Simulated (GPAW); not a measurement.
# ZnSe (Stilleite) (F-43m) in GPAW: further runs, part 2 of 2

GPAW 26.7.0.

### 5 Relaxation of cell and atoms, revPBE+D4

run.py

```python
from ase.calculators.mixing import SumCalculator
from ase.filters import FrechetCellFilter
from ase.io import read, write
from ase.optimize import FIRE
from dftd4.ase import DFTD4
from gpaw import GPAW, PW

atoms = read('POSCAR')

calc = GPAW(mode=PW(600),
            xc='revPBE',
            kpts={'size': (8, 8, 8), 'gamma': True},
            occupations={'name': 'fermi-dirac', 'width': 0.05},
            nbands=18,
            convergence={'density': 1e-05, 'forces': 0.0001},
            maxiter=150,
            txt='gpaw.txt')
atoms.calc = SumCalculator([calc, DFTD4(method='revpbe')])
opt = FIRE(FrechetCellFilter(atoms), trajectory='relax.traj', logfile='-')
done = opt.run(fmax=0.01, steps=40)
calc.write('gs.gpw')
write('result.traj', atoms)
print('Converged:', done)
print('Cell:', atoms.cell.cellpar().round(4))
print('Volume:', round(atoms.get_volume(), 4))
print(atoms.get_scaled_positions().round(5))
```

POSCAR

```
ZnSe
1.0
    0.0000000000      2.8338000000      2.8338000000
    2.8338000000      0.0000000000      2.8338000000
    2.8338000000      2.8338000000      0.0000000000
Se Zn
1 1
Direct
    0.7500000000      0.7500000000      0.7500000000
    0.0000000000      0.0000000000      0.0000000000
```

Potentials or basis: the program's PAW data sets (release 1.2.1) made for this functional, pw.

The run is started by

```
OMP_NUM_THREADS=1 python run.py
```

gpaw.txt:

```text
__  _  _
 | _ |_)|_||  |
 |__||  | ||/\| - 26.7.0

Input parameters:
  mode=PW(ecut=600.0),
  convergence={'density': 1e-05, 'forces': 0.0001},
  kpts=MonkhorstPack(size=(8, 8, 8), gamma=True),
  maxiter=150,
  nbands=18,
  occupations=Occupations(name='fermi-dirac', width=0.05),
  xc=XC(name='revPBE')

Diagonalizing LCAO Hamiltonian
Converting LCAO to pw mode

                    Se

       Zn

Atoms  # Å, Bohr magnetons
|   | symbol |        x |        y |        z |    initial magnetic moments |
|---|--------|----------|----------|----------|-----------------------------|
| 0 |     Se | 4.250700 | 4.250700 | 4.250700 | ( 0.0000,  0.0000,  0.0000) |
| 1 |     Zn | 0.000000 | 0.000000 | 0.000000 | ( 0.0000,  0.0000,  0.0000) |

Unit cell  # Å
| periodic |        x |        y |        z |  lengths |    angles |
|----------|----------|----------|----------|----------|-----------|
|      yes | 0.000000 | 2.833800 | 2.833800 | 4.007598 | 60.000000 |
|      yes | 2.833800 | 0.000000 | 2.833800 | 4.007598 | 60.000000 |
|      yes | 2.833800 | 2.833800 | 0.000000 | 4.007598 | 60.000000 |

Number of symmetries: 24
Symmetry operations  # r_c * U_cc + t_c -> r_c
|    | kind |            matrix            |
|----|------|------------------------------|
|  0 |  E   |  1, 0, 0,  0, 1, 0,  0, 0, 1 |
|  1 |  σ   |  1, 0, 0,  0, 0, 1,  0, 1, 0 |
|  2 |  σ   |  1, 0,-1,  0, 1,-1,  0, 0,-1 |
|  3 |  C3  |  1, 0,-1,  0, 0,-1,  0, 1,-1 |
|  4 |  C3  |  1,-1, 0,  0,-1, 1,  0,-1, 0 |
|  5 |  σ   |  1,-1, 0,  0,-1, 0,  0,-1, 1 |
|  6 |  σ   |  0, 1, 0,  1, 0, 0,  0, 0, 1 |
|  7 |  C3  |  0, 1, 0,  0, 0, 1,  1, 0, 0 |
|  8 |  C2  |  0, 1,-1,  1, 0,-1,  0, 0,-1 |
|  9 |  S4  |  0, 1,-1,  0, 0,-1,  1, 0,-1 |
| 10 |  C3  |  0, 0, 1,  1, 0, 0,  0, 1, 0 |
| 11 |  σ   |  0, 0, 1,  0, 1, 0,  1, 0, 0 |
| 12 |  S4  |  0, 0,-1,  1, 0,-1,  0, 1,-1 |
| 13 |  C3  |  0, 0,-1,  0, 1,-1,  1, 0,-1 |
| 14 |  S4  |  0,-1, 1,  1,-1, 0,  0,-1, 0 |
| 15 |  C2  |  0,-1, 1,  0,-1, 0,  1,-1, 0 |
| 16 |  C3  |  0,-1, 0,  1,-1, 0,  0,-1, 1 |
[... 201 lines left out ...]
Stress tensor  # eV/Ang^3
|         x |         y |         z |
|-----------|-----------|-----------|
| -0.024010 |  0.000000 |  0.000000 |
|  0.000000 | -0.024010 |  0.000000 |
|  0.000000 |  0.000000 | -0.024010 |

Forces  # eV/Ang
|        x |       y |        z |
|----------|---------|----------|
|  0.00000 | 0.00000 |  0.00000 |  # Se   0
| -0.00000 | 0.00000 | -0.00000 |  # Zn   1

Diagonalizing LCAO Hamiltonian
Converting LCAO to pw mode

                    Se

       Zn

Atoms  # Å, Bohr magnetons
|   | symbol |         x |         y |         z |    initial magnetic moments |
|---|--------|-----------|-----------|-----------|-----------------------------|
| 0 |     Se |  4.248663 |  4.248663 |  4.248663 | ( 0.0000,  0.0000,  0.0000) |
| 1 |     Zn | -0.000000 | -0.000000 | -0.000000 | ( 0.0000,  0.0000,  0.0000) |
[... 919 lines left out ...]
Forces  # eV/Ang
|        x |        y |        z |
|----------|----------|----------|
|  0.00000 |  0.00000 |  0.00000 |  # Se   0
| -0.00000 | -0.00000 | -0.00000 |  # Zn   1

# Writing to gs.gpw (mode='')
```

stdout:

```text
Step          Energy          fmax
FIRE:    0       -6.598792        0.095864
FIRE:    1       -6.599040        0.083298
FIRE:    2       -6.599412        0.059677
FIRE:    3       -6.599718        0.027912
FIRE:    4       -6.599777        0.007934
Converged: True
Cell: [ 3.992  3.992  3.992 60.    60.    60.   ]
Volume: 44.9834
[[0.75 0.75 0.75]
 [1.   1.   1.  ]]
```

It took 1.9 min on 1 thread of Arm Neoverse V2, shared host; peak memory 0.3 GiB.

What came out:

| Quantity | Value |
| --- | --- |
| Free energy | -6.5998 eV |
| Relaxed volume | 22.49 Å³/atom |
| Relaxed cell | a = 3.992 Å, b = 3.992 Å, c = 3.992 Å, α = 60.00°, β = 60.00°, γ = 60.00° |
| Space group after relaxing (to 0.05 Å) | F-43m (No. 216) |
| Energy gained by relaxing | 0.5 meV/atom |
| Ionic steps | 5 |
| Pressure after relaxing | 0.1 GPa |
| Band gap on the k mesh | 1.47 eV, direct |
| Dispersion energy per atom | -0.558 eV |

Step by step:
| step | energy change (eV) | largest force (eV/Å) | pressure (GPa) | volume (Å³) |
| --- | --- | --- | --- | --- |
| 1 | 0.0000 | 0.0000 | -0.67 | 45.51 |
| 2 | -0.0002 | 0.0000 | -0.59 | 45.45 |
| 3 | -0.0006 | 0.0000 | -0.42 | 45.33 |
| 4 | -0.0009 | 0.0000 | -0.20 | 45.16 |
| 5 | -0.0010 | 0.0000 | 0.06 | 44.98 |

Final structure:
```
Se Zn
1.0
     0.00000    2.82276    2.82276
     2.82276    0.00000    2.82276
     2.82276    2.82276    0.00000
Se Zn
1 1
Direct
  0.75000 0.75000 0.75000
  0.00000 0.00000 0.00000
```

Caveat: later steps reuse the first step's grids.

### 6 The runs side by side

| level | cell | optimizer | fmax | max steps | target pressure | gap on the mesh (eV) | pressure (GPa) | relaxed volume (Å³/atom) |
| --- | --- | --- | --- | --- | --- | --- | --- | --- |
| RPBE+D3(BJ) | relaxed | BFGS | 0.05 eV/Å | 100 | - | 1.81 | 0.0 | 20.89 |
| RPBE+D4 | relaxed to 2 GPa | FIRE | 0.02 eV/Å | 40 | 2 GPa | 1.63 | 2.1 | - |
| revPBE+D3(BJ) | relaxed | BFGS | 0.02 eV/Å | 40 | - | 1.50 | 0.0 | 22.31 |
| revPBE+D4 | relaxed | FIRE | 0.01 eV/Å | 40 | - | 1.47 | 0.1 | 22.49 |

Alike in all rows: task relaxation of cell and atoms; potentials or basis the program's PAW data sets (release 1.2.1) made for this functional, pw; no spin polarisation; k mesh 8 × 8 × 8; cutoff (eV) 600; smearing fermi-dirac 0.05 eV.

Caveats: later steps reuse the first step's grids.

Total energies depend on the potentials used, so only differences within one code and one set of settings carry meaning.
